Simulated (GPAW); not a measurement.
The system is Ge.

```xyz
2
Lattice="-2.5745 2.5745 1.3974 2.5745 -2.5745 1.3974 2.5745 2.5745 -1.3974" Properties=species:S:1:pos:R:3 pbc="T T T"
Ge    0.0000    0.0000    1.3974
Ge    2.5745    0.0000    0.6987
```

This isn't the form of Ge at room conditions, which is diamond.

```yaml
Program: GPAW 26.7.0
Task: relaxation of cell and atoms
Functional: PBE
Dispersion: D3(BJ)
Potentials_or_basis: GPAW PAW data sets (gpaw-data 1.2.1)
Cutoff: 600 eV
Basis: pw
k_mesh: 8 × 8 × 8
Occupations: fermi-dirac, width 0.05 eV
Spin: no spin polarisation
```

At the start: pressure -0.2 GPa; volume 18.52 Å³/atom.

Problem. How do energy, volume and symmetry change on relaxing?

Solution. Over 7 steps the energy falls by 7.4 meV/atom; space group I4_1/amd (No. 141, to 0.05 Å).

The path:
```csv
step,energy change (eV),largest force (eV/Å),pressure (GPa),volume (Å³)
1,0.0000,0.0000,-0.20,37.05
2,-0.0026,0.0000,-0.16,37.03
3,-0.0122,0.0000,0.21,36.91
4,-0.0143,0.0000,0.34,36.88
5,-0.0145,0.0000,0.31,36.91
6,-0.0146,0.0000,0.23,36.95
7,-0.0148,0.0000,0.00,37.06
```

Final structure:
```cif
data_structure
_symmetry_space_group_name_H-M 'P 1'
_symmetry_Int_Tables_number 1
_cell_length_a 3.8621
_cell_length_b 3.8621
_cell_length_c 3.8621
_cell_angle_alpha 98.041
_cell_angle_beta 98.041
_cell_angle_gamma 136.073
_cell_volume 37.06
loop_
_atom_site_label
_atom_site_type_symbol
_atom_site_fract_x
_atom_site_fract_y
_atom_site_fract_z
_atom_site_occupancy
Ge1 Ge 0.50000 0.50000 0.00000 1
Ge2 Ge 0.25000 0.75000 0.50000 1
```

Caveat: later steps reuse the first step's grids; pairwise dispersion overbinds metals, which lowers pressure and volume.
